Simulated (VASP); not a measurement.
Method: optB88-vdW, VASP's PBE PAW potentials (set 64) (plane waves; VASP).

VASP ran on this input.

**INCAR**
```
EDIFF = 1E-7
GGA = BO
ENCUT = 520
PREC = Accurate
PARAM2 = 0.22
LASPH = T   # aspherical one-centre terms
AGGAC = 0.0
LMAXMIX = 4
ALGO = Normal   # blocked Davidson
LREAL = F
SYSTEM = ZrO2
LCHARG = F
SIGMA = 0.05   # width (eV)
ISIF = 2   # forces and stress, cell fixed
PARAM1 = 0.1833333333
NELM = 100
ISMEAR = 0   # Gaussian
LUSE_VDW = T
LWAVE = F
```

### POSCAR
```
ZrO2
1
    0.0000000000     2.5808463775     2.5808463775
    2.5808463775     0.0000000000     2.5808463775
    2.5808463775     2.5808463775     0.0000000000
Zr O
1 2
Direct
  0.0000000000   0.0000000000   0.0000000000
  0.2500000000   0.2500000000   0.2500000000
  0.7500000000   0.7500000000   0.7500000000
```

KPOINTS:
```
Automatic mesh
0
Gamma
8 8 8
0 0 0
```

POTCAR, in this order: Zr_sv O (PBE.64 set). Program: vasp_std.

The resulting files:

OSZICAR:
```
       N       E                     dE             d eps       ncg     rms          rms(c)
DAV:   1     0.199866990828E+03    0.19987E+03   -0.14621E+04   928   0.153E+03
DAV:   2    -0.224577404153E+02   -0.22232E+03   -0.21719E+03  1256   0.388E+02
DAV:   3    -0.298597854099E+02   -0.74020E+01   -0.73963E+01  1296   0.743E+01
DAV:   4    -0.300908412924E+02   -0.23106E+00   -0.23103E+00  1408   0.913E+00
DAV:   5    -0.300936132934E+02   -0.27720E-02   -0.27720E-02  1168   0.924E-01    0.230E+01
DAV:   6    -0.232366530723E+02    0.68570E+01   -0.41090E+01  1048   0.481E+01    0.892E+00
DAV:   7    -0.231518455197E+02    0.84808E-01   -0.16316E+00  1224   0.105E+01    0.565E+00
DAV:   8    -0.231107276970E+02    0.41118E-01   -0.21314E-01  1232   0.462E+00    0.510E-01
DAV:   9    -0.231115108476E+02   -0.78315E-03   -0.12588E-02  1288   0.902E-01    0.354E-01
DAV:  10    -0.231124123153E+02   -0.90147E-03   -0.35239E-03  1224   0.657E-01    0.115E-01
DAV:  11    -0.231124162157E+02   -0.39005E-05   -0.96027E-04  1152   0.266E-01    0.103E-01
DAV:  12    -0.231123783766E+02    0.37839E-04   -0.22027E-04  1168   0.113E-01    0.427E-03
DAV:  13    -0.231123786616E+02   -0.28500E-06   -0.31861E-06   976   0.175E-02    0.318E-03
DAV:  14    -0.231123789081E+02   -0.24650E-06   -0.47286E-07  1176   0.582E-03    0.296E-03
DAV:  15    -0.231123788315E+02    0.76602E-07   -0.11198E-07   552   0.312E-03
   1 F= -.23112379E+02 E0= -.23112379E+02  d E =-.656686E-13
```

**OUTCAR**
```
------------------------ aborting loop because EDIFF is reached ----------------------------------------
  FORCE on cell =-STRESS in cart. coord.  units (eV):
  Direction    XX          YY          ZZ          XY          YZ          ZX
  --------------------------------------------------------------------------------------
  Total       -1.4610086     -1.4610086     -1.4610086     -0.0000000     -0.0000000      0.0000000
  in kB      -68.0842853    -68.0842853    -68.0842853     -0.0000000     -0.0000000      0.0000000
  external PRESSURE =     -68.0842853 kB  Pullay stress =       0.0000000 kB
  volume of cell :       34.38
      direct lattice vectors                 reciprocal lattice vectors
     0.000000000  2.580846377  2.580846377    -0.193734894  0.193734894  0.193734894
     2.580846377  0.000000000  2.580846377     0.193734894 -0.193734894  0.193734894
     2.580846377  2.580846377  0.000000000     0.193734894  0.193734894 -0.193734894
 POSITION                                       TOTAL-FORCE (eV/Angst)
 -----------------------------------------------------------------------------------
      0.00000      0.00000      0.00000        -0.000000      0.000000      0.000000
      1.29042      1.29042      1.29042        -0.000000     -0.000000     -0.000000
      3.87127      3.87127      3.87127         0.000000      0.000000      0.000000
 -----------------------------------------------------------------------------------
    total drift:                                0.000000      0.000000      0.000000
  FREE ENERGIE OF THE ION-ELECTRON SYSTEM (eV)
  ---------------------------------------------------
  free  energy   TOTEN  =       -23.1123788315 eV

  energy  without entropy=      -23.1123788315  energy(sigma->0) =      -23.11237883
```
(Selected blocks of OUTCAR.)

### OUTCAR
```
 val. band max:        6.5603366834   @ k =   0.5000   0.5000   0.0000

 cond. band min:       9.8202312761   @ k =   0.0000   0.0000   0.0000


 Fermi energy:         6.7929648560

 k-point     1 :       0.0000    0.0000    0.0000
  band No.  band energies     occupation
      1     -41.7743      2.00000
      2     -19.5742      2.00000
      3     -19.5742      2.00000
      4     -19.5742      2.00000
      5     -11.3292      2.00000
      6      -8.9230      2.00000
      7       1.6194      2.00000
      8       1.6194      2.00000
      9       1.6194      2.00000
     10       6.0431      2.00000
     11       6.0431      2.00000
     12       6.0431      2.00000
     13       9.8202      0.00000
     14       9.8202      0.00000
     15      12.8959      0.00000
     16      15.4141      0.00000

 k-point     2 :       0.1250    0.0000    0.0000
  band No.  band energies     occupation
      1     -41.7689      2.00000
      2     -19.6620      2.00000
      3     -19.5826      2.00000
      4     -19.5826      2.00000
      5     -11.1392      2.00000
      6      -9.0637      2.00000
      7       1.7606      2.00000
      8       1.7606      2.00000
      9       2.0034      2.00000
     10       5.6854      2.00000
     11       5.7837      2.00000
     12       5.7837      2.00000
     13      10.0758      0.00000
     14      10.0758      0.00000
     15      13.3554      0.00000
     16      14.9506      0.00000

 k-point     3 :       0.2500    0.0000    0.0000
  band No.  band energies     occupation
      1     -41.7560      2.00000
      2     -19.8628      2.00000
      3     -19.6029      2.00000
      4     -19.6029      2.00000
      5     -10.7166      2.00000
      6      -9.3329      2.00000
      7       2.1084      2.00000
      8       2.1084      2.00000
      9       2.9139      2.00000
     10       4.9737      2.00000
     11       5.3196      2.00000
     12       5.3196      2.00000
     13      10.4434      0.00000
...
```

The compound is ZrO2 in the fluorite structure, the high-temperature cubic form, which is unstable at 0 K; the monoclinic form is the stable one. This cell is one point of a volume scan, at 1.03 of the reference volume.
